In rocksalt HfN each nitrogen atom sits at the centre of six hafnium atoms, 2.26 Å away. Here density functional theory (PBE) slides all nitrogen atoms together along a face diagonal, by up to 0.3 Å, while hafnium and the cell stay fixed. The energy change is counted per HfN unit. A positive force points along the direction of positive displacement. The undisturbed cell has space group Fm-3m; every shift lowers the symmetry.

Rocksalt HfN (two-atom cell, a = 4.518 Å, 11.53 Å³ per atom, not relaxed at this level), with the N sublattice moved along (0, −1, −1) and all else fixed. Ansatz 0.2.0, scalar-relativistic PBE, PAW, no spin polarisation, 420 eV cutoff, 18×18×18 k mesh, 0.15 eV Gaussian smearing. Free energies are relative to zero displacement; pressure is positive in compression.

| displacement (Å) | energy change (eV a cell) | force along direction (eV/Å summed over the moved atoms) | pressure (GPa) |
| --- | --- | --- | --- |
| -0.3 | 0.525 | 3.521 | 16.93 |
| -0.15 | 0.132 | 1.743 | 8.37 |
| 0 | 0.000 | 0.000 | 5.44 |
| 0.0375 | 0.008 | -0.444 | 5.62 |
| 0.075 | 0.033 | -0.884 | 6.18 |
| 0.1125 | 0.074 | -1.317 | 7.09 |
| 0.1875 | 0.205 | -2.171 | 9.98 |
| 0.225 | 0.295 | -2.615 | 11.95 |
| 0.2625 | 0.402 | -3.076 | 14.27 |

### From −0.3 to −0.15 Å: what does halving the shift do?

The force falls from 3.521 to 1.743 eV/Å, by half, and the energy from 0.525 to 0.132 eV, to a quarter. That is how a spring behaves: with displacement $x$ and stiffness $k$, the force is $-kx$ and the energy $E=\tfrac12 kx^2$. The stiffness is about 12 eV/Å². A shift of 0.1 Å therefore costs roughly 0.06 eV, and one of 0.3 Å about half an electronvolt.

### The line of motion points at another nitrogen atom. Does nitrogen run into it?

No, because that atom moves away by the same amount, and every N–N distance stays as it was. What changes is the cage of hafnium. At a shift of 0.3 Å the six equal contacts have become two of 2.06 Å, two of 2.28 Å and two of 2.48 Å. The resistance thus comes from distorting the Hf–N surroundings.

### What would change if hafnium moved instead?

The energies would stay the same. Sliding hafnium one way gives the same crystal as sliding nitrogen the other way, apart from a displacement of the whole. The calculated forces on the two elements are accordingly equal and opposite. The masses enter only when one asks how fast the sublattices vibrate against each other.

### At zero: does a vanishing force prove that nitrogen is stable there?

It does not. Symmetry makes the force vanish at the centre of the cage, whether the centre is the bottom of a valley or the top of a hill. The proof lies in the neighbouring rows: the energy is higher in each of them, and the force always points back to the centre. The table therefore shows a single well along this line, with no sign of the off-centre minima found in ferroelectrics. Patterns in which neighbouring cells shift differently are not tested.

### At 0.0375 Å: which column gives the better stiffness?

The force does. The printed energy, 0.008 eV, may be off by 6 % through rounding alone, whereas the force is rounded to about 0.1 %. Energy shrinks with the square of the shift and force only in proportion to it, so small displacements favour the force.

Even so, not every digit of the force deserves a physical reading. Force divided by displacement varies by about 2 % over the scan, which is more than rounding explains. The variation is smooth, a fall up to about 0.19 Å and then a rise, and the unrounded energies agree with it, so it is not random noise in the forces. Whether it is a real departure from the parabola or a product of the k mesh and the smearing, these rows can't tell.

### From 0.075 to 0.2625 Å: why does the well stay so nearly parabolic?

A single bond is not a symmetrical spring, since it resists squeezing more than stretching. But each nitrogen has hafnium on opposite sides, so one contact shortens while its partner lengthens. Let $u(r)$ be the energy of one contact of length $r$, $d$ its undisturbed length and $s$ the shift along its axis. Leaving out sideways motion, the pair has the energy

$$u(d-s)+u(d+s)\approx 2u(d)+u''(d)\,s^2 .$$

The lopsided cubic terms cancel. This cancellation doesn't depend on the contact picture, because in this crystal a shift and its reverse are equivalent. Symmetry would still allow a term in the fourth power; that it stays small is a result of the calculation.

### Down the same rows, why does the pressure climb in a cell of fixed size?

The lopsidedness that cancels in the energy reappears in the pressure. Pressure depends on how hard the contacts push outwards, and for the same pair that push is

$$-u'(d-s)-u'(d+s)\approx -2u'(d)-u'''(d)\,s^2 .$$

A bond that stiffens on compression has a negative $u'''$, so the second term is an extra outward push. In plain words, the short contact gains more push than the long one loses. Pressure also counts each push in proportion to the contact's length. That favours the long contact and takes back part of the gain, but this part too goes with the square of the shift. The pressure rise should then grow with the square of the shift, and it does so closely: doubling the shift from 0.15 to 0.3 Å multiplies it by 3.9.

The separate stress components of the calculation support this picture. At 0.3 Å the stress has risen by about 17 GPa along each of the two axes that carry a short and a long contact. Along the third axis, where the contacts lengthen by only 0.02 Å, it has risen by just 0.4 GPa. Slightly stretched contacts alone would be expected to lower it a little, so the contact picture gives the main effect but not every detail. The tabulated pressure is the average over the three.

### What would change if the cell were relaxed first?

The undisturbed crystal is already at 5.44 GPa, so a relaxed cell would be larger and its well softer. The pressure column tells how much softer, without a calculation at a second volume. Pressure is minus the change of energy with volume $V$, taken while all atoms keep their relative places in the cell. The shift then grows with the cell, and $x^2$ goes as $V^{2/3}$. Applied to $E=\tfrac12 kx^2$, this gives for the pressure rise $\Delta P$

$$-\frac{d\ln k}{d\ln V}=\frac{V\,\Delta P}{E}+\frac23 .$$

For the row at −0.3 Å, $V$ is 2 × 11.53 = 23.06 Å³. The pressure rise of 11.49 GPa, divided by 160.2 GPa per eV/Å³, is 0.0717 eV/Å³. The first term is therefore 23.06 × 0.0717 / 0.525 = 3.15, and the sum is 3.8: one per cent less volume makes the well nearly 4 % stiffer. The row at −0.15 Å gives almost the same value, as the printed analysis below shows. That confirms the quadratic pressure rise, but only a scan at another volume would test the stiffening itself.

With a bulk modulus of roughly 300 GPa, a recalled value, releasing 5.44 GPa would enlarge the cell volume by about 2 % and soften the well by several per cent. This is an order of size only, because a finite plane-wave cutoff can also offset the starting pressure. Still, it probably outweighs the 2 % variation in the stiffness. Whoever needs a better value should settle the cell volume before refining the third digit of the force.

Printed output of the fit:

```
Stiffness and pressure rise (zeros in the undisturbed row are placeholders):
     row  force/displacement eV/Å²  2 energy/displacement² eV/Å²  pressure rise GPa
    -0.3                     11.74                         11.67              11.49
   -0.15                     11.62                         11.73               2.93
     0.0                         0                             0                  0
  0.0375                     11.84                         11.38               0.18
   0.075                     11.79                         11.73               0.74
  0.1125                     11.71                         11.69               1.65
  0.1875                     11.58                         11.66               4.54
   0.225                     11.62                         11.65               6.51
  0.2625                     11.72                         11.67               8.83
Energy ratio on doubling the shift from 0.15 to 0.30 Å: 3.977
Force ratio on the same doubling: 2.02
Pressure-rise ratio on the same doubling: 3.922
Spread of force/displacement, largest over smallest, in %: 2.257
Largest mismatch of energy step and trapezoid of forces, eV: 0.0018
Rounding of the energy at 0.0375 Å, in %: 6.25
Rounding of the force at 0.0375 Å, in %: 0.1126
Hf-N contact in the undisturbed cell, Å: 2.259
Two short Hf-N contacts at a shift of 0.3 Å, Å: 2.058
Two middle contacts, Å: 2.279
Two long contacts, Å: 2.48
Stress rise along the axis at right angles to the shift, GPa: 0.3624
Stress rise along each of the other two axes, GPa: 17.06
Stiffening in % for 1 % less volume, from the 0.30 Å row: 3.817
The same from the 0.15 Å row: 3.861
Rough softening if the cell expanded to zero pressure, in %: 6.921
```
